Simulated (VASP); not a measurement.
MoSe2: relaxation of shape and atoms at fixed volume with PBEsol

MoSe2:

```
CELL_PARAMETERS angstrom
3.31392 0.00000 0.00000
-1.65696 2.86994 0.00000
0.00000 0.00000 13.31281
ATOMIC_POSITIONS crystal
Mo 0.33333 0.66667 0.25000
Mo 0.66667 0.33333 0.75000
Se 0.33333 0.66667 0.62318
Se 0.66667 0.33333 0.12318
Se 0.33333 0.66667 0.87682
Se 0.66667 0.33333 0.37682
```

The cell isn't the ideal one: a relaxed cell with its volume scaled by 1.04.

- Program: VASP 6.6.1
- Task: relaxation of shape and atoms at fixed volume
- Functional: PBEsol
- Potentials or basis: VASP PAW PBE potentials, release 64 (Mo_sv, Se)
- Cutoff: 600 eV
- k mesh: 9 × 9 × 2
- Occupations: gaussian, width 0.03 eV
- Spin: no spin polarisation
- Further INCAR settings: ALGO = Normal; EDIFF = 1e-07; IBRION = 2; EDIFFG = -0.01; NSW = 40; ISIF = 4

```yaml
Energy_gained_by_relaxing: 10.4 meV/atom
Ionic_steps: 8
Pressure_after_relaxing: -0.6 GPa
Band_gap_on_the_k_mesh: 1.15 eV, indirect (least direct gap 1.50 eV)
```

Step by step:
| step | energy change (eV) | largest force (eV/Å) | pressure (GPa) |
| --- | --- | --- | --- |
| 1 | 0.0000 | 0.5766 | -4.71 |
| 2 | -0.0348 | 0.0786 | -2.58 |
| 3 | -0.0348 | 0.0608 | -2.51 |
| 4 | -0.0513 | 0.0306 | -1.80 |
| 5 | -0.0622 | 0.0274 | -0.43 |
| 6 | -0.0623 | 0.0232 | -0.53 |
| 7 | -0.0623 | 0.0181 | -0.70 |
| 8 | -0.0624 | 0.0006 | -0.63 |

Final structure:
```yaml
crystal:
  lattice:
    - [3.27851, 0.00000, 0.00000]
    - [-1.63926, 2.83927, 0.00000]
    - [0.00000, 0.00000, 13.60191]
  atoms:
    - { symbol: Mo, position: [0.33333, 0.66667, 0.25000] }
    - { symbol: Mo, position: [0.66667, 0.33333, 0.75000] }
    - { symbol: Se, position: [0.33333, 0.66667, 0.62760] }
    - { symbol: Se, position: [0.66667, 0.33333, 0.12760] }
    - { symbol: Se, position: [0.33333, 0.66667, 0.87240] }
    - { symbol: Se, position: [0.66667, 0.33333, 0.37240] }
```

Levels at points of the mesh, in eV from the valence-band top:
```
           k point  band 22  band 23  band 24  band 25  band 26  band 27  band 28  band 29  band 30  band 31
(0.00, 0.00, 0.00)    -1.31    -1.31    -1.06    -0.91     0.00     2.75     2.75     2.78     2.78     2.97
(0.00, 0.00, 0.50)    -1.32    -1.32    -1.32    -0.22    -0.22     2.76     2.76     2.76     2.76     3.02
```

Run time: 2.7 min on 2 MPI ranks on Intel(R) Xeon(R) 6975P-C (Granite Rapids), with other jobs on the host, peak memory 0.33 GiB a rank.

Caveat: the PAW data sets were made with another functional, which shifts forces and pressure a little; an odd mesh through Γ misses points on the zone boundary, where band edges often lie; this functional lacks dispersion, which binds the layers, so the pressure and a relaxed spacing across them are unreliable.
